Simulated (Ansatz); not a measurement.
Here is an Ansatz 0.2.0 calculation.

Contents of input.yaml:

```yaml
crystal:
  lattice:
    - [3.63737667, 0.0, 0.0]
    - [0.0, 3.63737667, 0.0]
    - [0.0, 0.0, 3.63737667]
  atoms:
    - { symbol: Cu, position: [0.0, 0.5, 0.5] }
    - { symbol: Cu, position: [0.5, 0.0, 0.5] }
    - { symbol: Cu, position: [0.5, 0.5, 0.0] }
    - { symbol: Al, position: [0.0, 0.0, 0.0] }
kpoints:
  mp_grid: { grid: [7, 7, 7] }
  band_path:
    path:
      - [0.0, 0.0, 0.0]
      - [0.0, 0.5, 0.0]
      - [0.5, 0.5, 0.0]
      - [0.0, 0.0, 0.0]
      - [0.5, 0.5, 0.5]
      - [0.0, 0.5, 0.0]
    npoints: 12
scf:
  occupations: { method: fermi_dirac, width: 0.05 }
hamiltonian:
  xc: pbesol
  pseudopotentials: { kind: all_electron, lapw: { basis_error: 0.002 } }
output:
  forces: true
  stress: true
  eigenvalues: true
```

Potentials or basis: all-electron LAPW, scalar-relativistic.

Launch:

```sh
$ ansatz run input.yaml --threads 2 --pin off --max-ram 8192MiB --backend cpu --events-out ev --progress --plain --runs-dir out
```

(1) Estimate the pressure.

(2) Predict the band gap along the path.

Answers

(1) -0.8 GPa.

(2) none (metal or under the smearing width).
